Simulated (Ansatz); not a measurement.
# Equation of state of Hf from a dense series

```xyz
2
Lattice="3.1967 0.0000 0.0000 -1.5983 2.7684 0.0000 0.0000 0.0000 5.0578" Properties=species:S:1:pos:R:3 pbc="T T T"
Hf    0.0000    1.8456    1.2645
Hf    1.5983    0.9228    3.7934
```

Atoms are numbered in the order listed.

The cell is COD entry 9008501, as deposited and not checked against the literature; nothing was relaxed.

Spin–orbit coupling is left out, though it moves levels of the heavy atoms by tenths of an eV or more.

The calculation used DFT, PBE, all-electron LAPW, scalar-relativistic (Ansatz 0.2.0).

The runs use a Γ-centred 13×13×7 k mesh, Fermi–Dirac smearing of 0.05 eV, basis error target 0.5 meV/atom, no spin polarisation.

The cell is scaled evenly. Fractional coordinates are held (clamped ions).

| V (Å³/atom) | P (GPa) |
| --- | --- |
| 21.037 | 8.38 |
| 21.933 | 3.11 |
| 22.156 | 1.93 |
| 22.380 | 0.80 |
| 22.604 | -0.28 |
| 22.828 | -1.31 |
| 23.275 | -3.25 |
| 23.723 | -5.02 |

Q: Fit a third-order Birch–Murnaghan curve to the pressures.

A: P = (3B0/2)(y^(7/2) − y^(5/2))[1 + (3/4)(B0′ − 4)(y − 1)] with y = (V0/V)^(2/3) fits within 0.01 GPa for V0 = 22.545 Å³/atom, B0 = 107.6 GPa and B0′ = 3.42.

Q: Predict the pressure at the withheld volume, 21.485 Å³/atom.

A: There y = 1.0326, so the fit gives 5.63 GPa; the run gave 5.63 GPa.
